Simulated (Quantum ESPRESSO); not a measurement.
# Ti (P6_3/mmc) in Quantum ESPRESSO: a series of runs, part 2 of 2

Quantum ESPRESSO 7.5. The steps go on from the part before.

## 3. Phonons, LDA

pw.in

```
&CONTROL
  calculation = 'scf'
  prefix = 'pwscf'
  outdir = './tmp'
  pseudo_dir = './pseudo'
  tprnfor = .true.
  tstress = .true.
  disk_io = 'low'
/
&SYSTEM
  ibrav = 0
  celldm(1) = 8
  nat = 2
  ntyp = 1
  ecutwfc = 84
  nbnd = 19
  occupations = 'smearing'
  smearing = 'mv'
  degauss = 0.01469973
/
&ELECTRONS
  conv_thr = 4d-10
  electron_maxstep = 120
  mixing_beta = 0.5
/
ATOMIC_SPECIES
Ti    47.8670 Ti.upf
CELL_PARAMETERS alat
  0.6968365084558   0.0000000000000   0.0000000000000
 -0.3484182542279   0.6034781186156   0.0000000000000
  0.0000000000000   0.0000000000000   1.1054897829061
ATOMIC_POSITIONS crystal
Ti     0.6666666667    0.3333333333    0.7500000000
Ti     0.3333333333    0.6666666667    0.2500000000
K_POINTS automatic
8 8 5 0 0 0
```

relax.in

```
&CONTROL
  calculation = 'vc-relax'
  prefix = 'pwscf'
  outdir = './tmp'
  pseudo_dir = './pseudo'
  tprnfor = .true.
  tstress = .true.
  disk_io = 'low'
  nstep = 40
  forc_conv_thr = 0.0001
  etot_conv_thr = 1d-06
/
&SYSTEM
  ibrav = 0
  celldm(1) = 8
  nat = 2
  ntyp = 1
  ecutwfc = 84
  nbnd = 19
  occupations = 'smearing'
  smearing = 'mv'
  degauss = 0.01469973
/
&ELECTRONS
  conv_thr = 4d-10
  electron_maxstep = 120
  mixing_beta = 0.5
/
&IONS
  ion_dynamics = 'bfgs'
/
&CELL
  cell_dynamics = 'bfgs'
  press = 0
  press_conv_thr = 0.2
/
ATOMIC_SPECIES
Ti    47.8670 Ti.upf
CELL_PARAMETERS alat
  0.6968365084558   0.0000000000000   0.0000000000000
 -0.3484182542279   0.6034781186156   0.0000000000000
  0.0000000000000   0.0000000000000   1.1054897829061
ATOMIC_POSITIONS crystal
Ti     0.6666666667    0.3333333333    0.7500000000
Ti     0.3333333333    0.6666666667    0.2500000000
K_POINTS automatic
8 8 5 0 0 0
```

scf2.in

```
&CONTROL
  calculation = 'scf'
  prefix = 'pwscf'
  outdir = './tmp'
  pseudo_dir = './pseudo'
  tprnfor = .true.
  tstress = .true.
  disk_io = 'low'
/
&SYSTEM
  ibrav = 0
  celldm(1) = 8
  nat = 2
  ntyp = 1
  ecutwfc = 84
  nbnd = 19
  occupations = 'smearing'
  smearing = 'mv'
  degauss = 0.01469973
/
&ELECTRONS
  conv_thr = 1d-13
  electron_maxstep = 120
  mixing_beta = 0.5
  startingpot = 'file'
  startingwfc = 'file'
/
ATOMIC_SPECIES
Ti    47.8670 Ti.upf
CELL_PARAMETERS alat
  0.6765128063250   0.0000000000068   0.0000000000000
 -0.3382564031684   0.5858772762595   0.0000000000000
  0.0000000000000   0.0000000000000   1.0718825927086
ATOMIC_POSITIONS crystal
Ti     0.6666666666    0.3333333332    0.7500000000
Ti     0.3333333332    0.6666666666    0.2500000000
K_POINTS automatic
8 8 5 0 0 0
```

ph.in

```
phonons of Ti
&INPUTPH
  prefix = 'pwscf'
  outdir = './tmp'
  tr2_ph = 1d-18
  fildyn = 'dyn'
  niter_ph = 90
  alpha_mix(1) = 0.4
/
0.0000000000 0.0000000000 0.0000000000
```

dynmat.in

```
&INPUT
  fildyn = 'dyn'
  asr = 'crystal'
  filout = 'dynmat.disp'
  fileig = 'dynmat.eig'
/
```

Potentials or basis: PseudoDojo 0.4.1 SR LDA standard.

The run is started by

```
> OMP_NUM_THREADS=1 mpirun -n 4 pw.x -nk 4 -in pw.in > pw.out
> OMP_NUM_THREADS=1 mpirun -n 4 pw.x -nk 4 -in relax.in > relax.out
> OMP_NUM_THREADS=1 mpirun -n 4 pw.x -nk 4 -in scf2.in > scf2.out
> OMP_NUM_THREADS=1 mpirun -n 4 ph.x -nk 4 -in ph.in > ph.out
> OMP_NUM_THREADS=1 mpirun -n 1 dynmat.x -in dynmat.in > dynmat.out
```

pw.out:

```text
This program is part of the open-source Quantum ESPRESSO suite
     for quantum simulation of materials; please cite
[... 6 lines left out ...]
     using ibrav=0 with symmetry is DISCOURAGED, use correct ibrav instead

     K-points division:     npool     =       4
     Subspace diagonalization in iterative solution of the eigenvalue problem:
     a serial algorithm will be used

     G-vector sticks info
     --------------------
     sticks:   dense  smooth     PW     G-vecs:    dense   smooth      PW
     Sum         721     721    211                24711    24711    3981

     Using Slab Decomposition

     bravais-lattice index     =            0
     lattice parameter (alat)  =       8.0000  a.u.
     unit-cell volume          =     238.0220 (a.u.)^3
     number of atoms/cell      =            2
     number of atomic types    =            1
[... 160 lines left out ...]

     End of self-consistent calculation

          k = 0.0000 0.0000 0.0000 (  3067 PWs)   bands (ev):

   -43.4165 -43.2811 -20.3269 -19.6848 -19.6848 -19.6312 -19.5858 -19.5858
     6.7664  10.2142  13.6064  13.6064  13.6631  13.7075  14.0930  14.0930
    14.4250  14.4250  15.9375
[... 171 lines left out ...]
   -43.2728 -43.2671 -20.1544 -20.1329 -19.9563 -19.8926 -19.7418 -19.7206
    11.1243  11.3513  12.0187  12.1413  12.6591  12.8131  14.3472  14.7943
    15.9168  16.0916  18.7319

     the Fermi energy is    12.8435 ev

!    total energy              =    -237.37499851 Ry
     estimated scf accuracy    <          6.8E-12 Ry
     smearing contrib. (-TS)   =       0.00030422 Ry
     internal energy E=F+TS    =    -237.37530273 Ry

     The total energy is F=E-TS. E is the sum of the following terms:
     one-electron contribution =     -82.64872226 Ry
     hartree contribution      =      48.81469153 Ry
     xc contribution           =     -34.45919402 Ry
     ewald contribution        =    -169.08207799 Ry

     convergence has been achieved in  10 iterations

     Forces acting on atoms (cartesian axes, Ry/au):

     atom    1 type  1   force =     0.00000000    0.00000000    0.00000000
     atom    2 type  1   force =     0.00000000    0.00000000    0.00000000

     Total force =     0.000000     Total SCF correction =     0.000000

     Computing stress (Cartesian axis) and pressure

          total   stress  (Ry/bohr**3)                   (kbar)     P=      -98.07
  -0.00064864   0.00000000   0.00000000          -95.42        0.00        0.00
   0.00000000  -0.00064864   0.00000000            0.00      -95.42        0.00
   0.00000000   0.00000000  -0.00070275            0.00        0.00     -103.38

=------------------------------------------------------------------------------=
   JOB DONE.
=------------------------------------------------------------------------------=
```

It took 4.9 min on 4 MPI ranks of Intel Xeon at 2.50GHz (Skylake/Cascade Lake), shared host; peak memory 0.32 GiB.

What came out:

```yaml
Free_energy: -3229.7510 eV
Relaxed_volume: 16.12 Å³/atom
Relaxed_cell: a = 2.864 Å, b = 2.864 Å, c = 4.538 Å, α = 90.00°, β = 90.00°, γ = 120.00°
Space_group_after_relaxing_to_0.05_Å: P6_3/mmc (No. 194)
Pressure_after_relaxing: 0.0 GPa
Band_gap_on_the_k_mesh: none (metal or under the smearing width)
Highest_phonon_frequency_at_Γ: 202 cm⁻¹
```

Step by step:
```tsv
step	energy change (eV)	largest force (eV/Å)	pressure (GPa)	volume (Å³)
1	0.0000	0.0000	-9.81	35.27
2	-0.0799	0.0000	-4.72	33.54
3	-0.0994	0.0000	0.67	32.07
4	-0.0997	0.0000	-0.04	32.25
5	-0.0997	0.0000	0.00	32.24
6	-0.0997	0.0000	0.01	32.23
7	-0.0997	0.0000	0.01	32.23
```

Final structure:
```yaml
crystal:
  lattice:
    - [2.86396, 0.00000, 0.00000]
    - [-1.43198, 2.48026, 0.00000]
    - [0.00000, 0.00000, 4.53773]
  atoms:
    - { symbol: Ti, position: [0.66667, 0.33333, 0.75000] }
    - { symbol: Ti, position: [0.33333, 0.66667, 0.25000] }
```

Phonon frequencies in cm⁻¹ (negative: imaginary):
| q point | frequencies |
| --- | --- |
| (0.000, 0.000, 0.000) | -1 -1 1 111 111 202 |

Optical modes at Γ, degenerate ones joined:
```csv
cm⁻¹,components,symmetry,active in
111,2,E2g,Raman
202,1,B1g,silent
```

Caveat: the mesh is thin for the phonons of a metal.
